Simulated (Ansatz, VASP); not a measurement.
## One calculation of Al, two programs

The input INCAR:

```
PREC = Accurate
ENCUT = 520
EDIFF = 1E-6
ISMEAR = -1
SIGMA = 0.1
LREAL = False
LASPH = True
NELM = 100
ALGO = Normal
ISIF = 2
LWAVE = False
LCHARG = False
GGA = PE
NBANDS = 8
```

File KPOINTS:

```
Automatic mesh
0
Gamma
  18 18 18
```

The input POSCAR:

```
Al
1.0
   -1.2211354462      1.2211354462      1.2211354462
    1.2211354462     -1.2211354462      1.2211354462
    1.2211354462      1.2211354462     -1.2211354462
Al
1
Direct
    0.0000000000      0.0000000000      0.0000000000
```

Input for Ansatz:

```yaml
crystal:
  lattice:
    - [-1.2211354462, 1.2211354462, 1.2211354462]
    - [1.2211354462, -1.2211354462, 1.2211354462]
    - [1.2211354462, 1.2211354462, -1.2211354462]
  atoms:
    - { symbol: Al, position: [0.0, 0.0, 0.0] }
kpoints:
  mp_grid: { grid: [18, 18, 18] }
  band_path:
    path:
      - [0.0, 0.0, 0.0]
      - [0.5, -0.5, 0.5]
      - [0.0, 0.0, 0.5]
      - [0.0, 0.0, 0.0]
      - [0.25, 0.25, 0.25]
      - [0.5, -0.5, 0.5]
      - [0.25, 0.25, 0.25]
      - [0.0, 0.0, 0.5]
    npoints: 8
scf:
  occupations: { method: fermi_dirac, width: 0.1 }
hamiltonian:
  xc: pbe
  pseudopotentials: { kind: all_electron, lapw: { basis_error: 0.001 } }
output:
  forces: true
  stress: true
  eigenvalues: true
  populations: true
  dos: { projected: true, de: 0.2, e_range: [-14, 8] }
```

Change from the starting cell: volume scaled by 0.43, LAPW.

Alike in both runs: task single point; functional PBE; k mesh 18 × 18 × 18; occupations fermi-dirac, width 0.1 eV; no spin polarisation.

|  | VASP | Ansatz |
| --- | --- | --- |
| version | VASP 6.6.1 | Ansatz 0.2.0 |
| potentials or method | VASP PAW PBE potentials, release 64 (Al) | all-electron LAPW, scalar-relativistic |
| plane-wave cutoff (eV) | 520 | see its input |

VASP gave:

| Quantity | Value |
| --- | --- |
| pressure (GPa) | 333.1 |

Question: Estimate Ansatz's values.

Answer: Pressure (GPa): 329.6.

Ansatz ran all-electron here, so the differences hold the error of VASP's frozen core and of both bases.

Caveats: the cell as given lies far from equilibrium; so large a pressure means that the cell lies far from this level's equilibrium, or that cutoff or potentials fall short (VASP).
